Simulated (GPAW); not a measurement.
Runs of GPAW 26.7.0 on FeO (Wuestite). The structure is cubic, space group Fm-3m (No. 225). The conventional cell has a = 4.311 Å, b = 4.311 Å, c = 4.311 Å, α = 90.00°, β = 90.00°, γ = 90.00°. Fe (site symmetry m-3m) is surrounded by 6 O at 2.16 Å. O (site symmetry m-3m) is surrounded by 6 Fe at 2.16 Å. 

| task | level | potentials or basis | cell | smearing | band path | band points | optimizer | fmax | max steps | gap on the mesh (eV) | pressure (GPa) | moment (μB) |
| --- | --- | --- | --- | --- | --- | --- | --- | --- | --- | --- | --- | --- |
| band structure | PBEsol | PAW data sets generated in the run's folder for this functional, pw | as given | fermi-dirac 0.05 eV | GXWKGLUWLK,UX | 60 | - | - | - | - | (a) | 4.00 |
| band structure | LDA | the program's PAW data sets (release 1.2.1) made for this functional, pw | as given | fermi-dirac 0.05 eV | GXWKGLUWLK,UX | 100 | - | - | - | - | -15.3 | 4.00 |
| single point | PBE | GPAW PAW data sets (gpaw-data 1.2.1), pw | as given | gaussian 0.011 eV | - | - | - | - | - | none | 0.8 | 4.00 |
| relaxation of cell and atoms | LDA | the program's PAW data sets (release 1.2.1) made for this functional, pw | relaxed | fermi-dirac 0.05 eV | - | - | LBFGS | 0.02 eV/Å | 60 | none | 0.0 | 3.86 |
| band structure | PBE | GPAW PAW data sets (gpaw-data 1.2.1), pw | as given | fermi-dirac 0.05 eV | GXWKGLUWLK,UX | 80 | - | - | - | - | 0.8 | 4.00 |

Alike in all rows: spin collinear, ferromagnetic start; k mesh 11 × 11 × 11; cutoff (eV) 800.

Fill in the values left out.

(a) -7.0.

Caveats: a cell with one magnetic atom can't hold antiferromagnetic order, which such compounds often take; semilocal functionals often make such compounds metallic where correlation or magnetic order opens a gap, which also shifts bond lengths; so large a pressure means that the cell lies far from this level's equilibrium, or that cutoff or potentials fall short (some runs); each step starts from the last one's moments, so a moment once lost doesn't come back (some runs); later steps reuse the first step's grids (some runs).

A gap of «none» marks a metal or a gap under the smearing width.
